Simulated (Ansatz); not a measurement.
## CoSi (P2_13) under several functionals

**What was measured.**

“Near coincidence of metal-insulator transition and quantum critical fluctuations: Electronic ground state and magnetic order in Fe1-xCoxSi”, 2023, arxiv:2303.13999 reports, for a powder of CoSi at 300 K: lattice constant a 4.4423 ± 0.0005 Å.

Plane-wave DFT in Ansatz with scalar-relativistic PAW potentials. The same structure was relaxed (cell and atoms, symmetry kept) in separate runs at each level. No spin polarisation.

```tsv
level	cutoff (eV)	k mesh	V (Å³/atom)	a (Å)	B0 (GPa)
PBE+D3(BJ)	420	8×8×8	10.512	4.381	–
PBEsol	420	8×8×8	10.546	4.386	–
PBE	420	8×8×8	10.874	4.431	–
```

**Question.** Where does r2SCAN (500 eV, k mesh 8×8×8) fall?

**Answer.** V (Å³/atom) 10.525, a (Å) 4.383, B0 (GPa) 245. Its volume is between those of PBE+D3(BJ) and PBEsol. The usual order of volumes, PBEsol < PBE, holds here (10.546, 10.874 Å³/atom). As a rule PBEsol, built on the gradient expansion of slowly varying densities, lies between LDA and PBE; PBE's stronger gradient term for exchange weakens bonds. Adding D3 to PBE changes the volume by -3.3 %; the term is attractive, so it pulls cells in. In metals the pairwise form ignores screening by the conduction electrons and often pulls in too far. r2SCAN lies 3.2 % under PBE in volume.

For PBE: Against the measured lattice constant a of CoSi, 4.4423 Å (300 K; powder; “Near coincidence of metal-insulator transition and quantum critical fluctuations: Electronic ground state and magnetic order in Fe1-xCoxSi”, 2023, arxiv:2303.13999), the calculated 4.431 Å is off by -0.3 %. 4 values of this kind are on record (4.433 to 4.445 Å); this one was drawn at random among those near their median, those with a stated uncertainty first. The calculations are for 0 K without zero-point motion.